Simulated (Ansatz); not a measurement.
fluorite-structured SrCl2: a workflow

**What was measured.** A cell as deposited of cubic SrCl2 (space group Fm-3m), temperature not stated, from the Crystallography Open Database (1963), has a = 6.977 Å and 28.30 Å³/atom.

Method: PBE, scalar-relativistic; no spin polarisation; PAW, 420 eV, 8×8×8 k-mesh, Gaussian smearing of 0.05 eV; code Ansatz; PAW files: Ansatz's generated set soft_2.

The start was a prototype's sites filled with these elements; the Crystallography Open Database holds the compound in this structure.

The start, 1 % over the database's volume:

```yaml
crystal:
  lattice:
    - [0.00000, 3.49708, 3.49708]
    - [3.49708, 0.00000, 3.49708]
    - [3.49708, 3.49708, 0.00000]
  atoms:
    - { symbol: Sr, position: [0.00000, 0.00000, 0.00000] }
    - { symbol: Cl, position: [0.25000, 0.25000, 0.25000] }
    - { symbol: Cl, position: [0.75000, 0.75000, 0.75000] }
```

The first steps of the search for zero pressure:

```csv
run,level,k-mesh,kind,V (Å³/atom),P (GPa),gap on the mesh (eV)
1,PBE,8×8×8,fixed cell,28.51,0.7,5.31
2,PBE,8×8×8,fixed cell,28.65,0.5,5.30
```

Question: At which volume does PBE reach zero pressure?

Answer: 29.09 Å³/atom, about 2.0 % over the start.

The steps that followed:

```csv
run,level,k-mesh,kind,V (Å³/atom),P (GPa),E − E(final) (meV/atom),gap on the mesh (eV)
3,PBE,8×8×8,fixed cell,29.09,0.0,0.0,5.24
```

The cell is relaxed to zero pressure at this level.

The final structure (symmetry read at 0.01 Å). Symmetry: Fm-3m, No. 225, cubic system. Conventional cell: a = 7.041 Å, b = 7.041 Å, c = 7.041 Å, α = 90.00°, β = 90.00°, γ = 90.00°. Sr (site symmetry m-3m) is surrounded by 8 Cl at 3.05 Å. Cl (site symmetry -43m) is surrounded by 4 Sr at 3.05 Å. (Shells end 15 % past the nearest neighbour.)

- At the final geometry the gap, band path included, is 5.24 eV.
- The equation of state gives B0 = 34 GPa and B0′ = 4.5.
- The elastic tensor is positive definite (smallest eigenvalue 8.4 GPa).
- Against the elements' standard states, run alike and uncorrected, the formation energy is -2.54 eV/atom.

**Why it comes out so.**

Bader charges against formal ones: Sr +1.63 (+2), Cl −0.81 (−1). The cations give up 81 % of the formal charge; Bader charges stay under formal ones because the anions' density reaches into the cations' basins, though a share this high marks a strongly ionic bond.

**Comparison.** The computed cell (7.041 Å, 29.09 Å³/atom) differs from the database's by +2.8 % in volume, about +0.9 % in length. PBE usually overestimates volumes by a few per cent. The static lattice also lacks zero-point motion and thermal expansion, roughly 1.3 to 3.2 % in volume at 300 K (room temperature assumed) by Grüneisen's rule, γ·3k_BT/(B0·V0) with γ of 1 to 2.5, so its own overestimate is larger than the figure.

Semilocal functionals underestimate band gaps, commonly by a third or more.
